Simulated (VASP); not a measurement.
## From VASP inputs to Ansatz: SiC (ordered alloy on diamond lattice)

INCAR

```
GGA = PS
NSW = 40
LWAVE = .FALSE.
NELM = 120
EDIFFG = -5E-3
SIGMA = 0.02
IBRION = 2
ISMEAR = -1
LCHARG = .FALSE.
ENCUT = 600
NBANDS = 16
PREC = Accurate
EDIFF = 1E-7
LREAL = .FALSE.
ISIF = 3
LASPH = .TRUE.
```

KPOINTS

```
KPOINTS created by Atomic Simulation Environment
0
Gamma
8 8 8
0 0 0
```

POSCAR

```
C  Si
 1.0000000000000000
     1.5485092399629776    0.8940322265352485    5.3418850128779987
    -1.5485092399629776    0.8940322265352485    5.3418850128779987
     0.0000000000000001   -1.7880644530704961    5.3418850128779987
 C   Si
   2   2
Cartesian
  0.0000000000000001  0.0000000000000003  7.2062190210387662
  0.0000000000000002 -0.0000000000000000  8.8194360175952315
  0.0000000000000002  0.0000000000000003 14.8318419517425006
  0.0000000000000000 -0.0000000000000000  1.1938130868914933
```

VASP ran with the recommended PBE PAW datasets (16 valence electrons in the cell).

Question: Write an Ansatz input for this cell and level of theory.

Answer: 

```yaml
crystal:
  lattice:
    - [1.54850924, 0.8940322265, 5.3418850129]
    - [-1.54850924, 0.8940322265, 5.3418850129]
    - [0.0, -1.7880644531, 5.3418850129]
  atoms:
    - { symbol: C, position: [0.4496676737, 0.4496676737, 0.4496676737] }
    - { symbol: Si, position: [0.9255061285, 0.9255061285, 0.9255061285] }
    - { symbol: Si, position: [0.0744938715, 0.0744938715, 0.0744938715] }
    - { symbol: C, position: [0.5503323263, 0.5503323263, 0.5503323263] }
kpoints:
  mp_grid: { grid: [8, 8, 8] }
hamiltonian:
  xc: pbesol
scf:
  occupations: { method: fermi_dirac, width: 0.02 }
relax:
  f_tol: 0.005
  cell: {}
```

Other inputs would serve too.

```csv
,VASP,Ansatz
relaxed cell vector lengths,"5.607, 5.607, 5.607 Å","5.607, 5.607, 5.607 Å"
relaxed cell volume,43.68 Å³,43.65 Å³
```

Each program uses its own PAW datasets. VASP's cell holds 16 valence electrons and Ansatz's 16.
